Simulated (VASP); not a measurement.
Write the native input for VASP 6.6.1 that does the following.

| Quantity | Value |
| --- | --- |
| Task | relaxation of cell and atoms |
| Functional | PBE |
| Dispersion | D3(BJ) |
| Potentials or basis | VASP PAW PBE potentials, release 64 (Ir) |
| Cutoff | 600 eV |
| k mesh | 16 × 16 × 16 |
| Occupations | methfessel-paxton, width 0.1 eV |
| Spin | no spin polarisation |
| Further INCAR settings | ALGO = Normal; EDIFF = 1e-06; IBRION = 2; EDIFFG = -0.01; NSW = 90; ISIF = 3 |

The structure of Ir lies in POSCAR:

```
Ir
1.0
    0.0000000000      1.9156000000      1.9156000000
    1.9156000000      0.0000000000      1.9156000000
    1.9156000000      1.9156000000      0.0000000000
Ir
1
Direct
    0.0000000000      0.0000000000      0.0000000000
```

One way to write it, as run:

INCAR

```
PREC     = Accurate       # precision mode
ENCUT    = 600            # plane-wave cutoff, eV
EDIFF    = 1E-6           # SCF threshold, eV
ISMEAR   = 1              # smearing method
SIGMA    = 0.1            # smearing width, eV
LREAL    = F              # projectors in reciprocal space
LASPH    = T              # aspherical terms in the spheres
NELM     = 80             # most SCF steps
ALGO     = Normal         # electronic algorithm
ISIF     = 3              # what is computed and relaxed
LWAVE    = F              # write WAVECAR
LCHARG   = F              # write CHGCAR
GGA      = PE             # functional
IVDW     = 12             # dispersion correction
IBRION   = 2              # ionic algorithm
NSW      = 90             # ionic steps
EDIFFG   = -0.01          # ionic threshold
```

KPOINTS

```
Automatic mesh
0
Gamma
  16 16 16
```

Potentials or basis: VASP PAW PBE potentials, release 64 (Ir).

Run with:

```bash
$ cat potpaw_PBE.64/Ir/POTCAR > POTCAR
$ mpirun -np 1 vasp_std > vasp.out
```

Results of the run:

```
Relaxed volume                         : 14.20 Å³/atom
Relaxed cell                           : a = 2.718 Å, b = 2.718 Å, c = 2.718 Å, α = 60.00°, β = 60.00°, γ = 60.00°
Space group after relaxing (to 0.05 Å) : Fm-3m (No. 225)
Energy gained by relaxing              : 1.6 meV/atom
Ionic steps                            : 3
Pressure after relaxing                : 0.0 GPa
Band gap on the k mesh                 : none (metal or under the smearing width)
Dispersion energy per atom             : -0.732 eV
```

Caveat: pairwise dispersion overbinds metals, which lowers pressure and volume.

Run time: 23 s on 1 thread of AMD EPYC 9R45 96-Core Processor (Zen 5), on a shared host, peak memory 0.15 GiB.
